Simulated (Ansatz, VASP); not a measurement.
Given: the input of a run of Ansatz 0.2.0 on NaCl.

input.yaml

```yaml
crystal:
  lattice:
    - [3.5253839872, 0.0, 0.0]
    - [0.0, 3.5253839872, 0.0]
    - [0.0, 0.0, 3.5253839872]
  atoms:
    - { symbol: Cl, position: [0.5, 0.5, 0.5] }
    - { symbol: Na, position: [0.0, 0.0, 0.0] }
hamiltonian:
  xc: pbe
  pseudopotentials: { kind: paw }
kpoints:
  mp_grid: { grid: [8, 8, 8] }
scf:
  occupations: { method: fermi_dirac, width: 0.05 }
output:
  forces: true
  stress: true
  eigenvalues: true
```

Potentials or basis: Ansatz PAW.

Launch:

```bash
$ ansatz run input.yaml --threads 1 --pin off --max-ram 3584MiB --backend cpu --events-out ev --progress --plain --runs-dir out
```

Set up the same calculation for VASP 6.6.1. Potentials there: VASP PAW PBE potentials, release 64 (Cl, Na_pv).

As run (the cutoff follows the program's own potentials):

File INCAR:

```
PREC = Accurate
ENCUT = 520
EDIFF = 1E-7
ISMEAR = -1
SIGMA = 0.05
LREAL = False
LASPH = True
NELM = 100
ALGO = Normal
ISIF = 2
LWAVE = False
LCHARG = False
GGA = PE
NBANDS = 14
```

Contents of KPOINTS:

```
regular mesh
0
Gamma
  8 8 8
```

Contents of POSCAR:

```
NaCl
1.0
    3.5253839872      0.0000000000      0.0000000000
    0.0000000000      3.5253839872      0.0000000000
    0.0000000000      0.0000000000      3.5253839872
Cl Na
1 1
Direct
    0.5000000000      0.5000000000      0.5000000000
    0.0000000000      0.0000000000      0.0000000000
```

Potentials or basis: VASP PAW PBE potentials, release 64 (Cl, Na_pv).

Run with:

```sh
$ cat potpaw_PBE.64/Cl/POTCAR potpaw_PBE.64/Na_pv/POTCAR > POTCAR
$ mpirun -np 1 vasp_std > vasp.out
```

Both were run:

|  | VASP | Ansatz | Ansatz less VASP |
| --- | --- | --- | --- |
| gap on the k mesh at the Fermi level (eV) | 3.91 | 3.91 | 0.000 |
| least direct gap on the mesh (eV) | 4.39 | 4.39 | 0.000 |
| pressure (GPa) | -0.4 | -0.4 | +0.05 |

The two sets of potentials don't hold the same shells in valence.

A k mesh can miss the band edges.
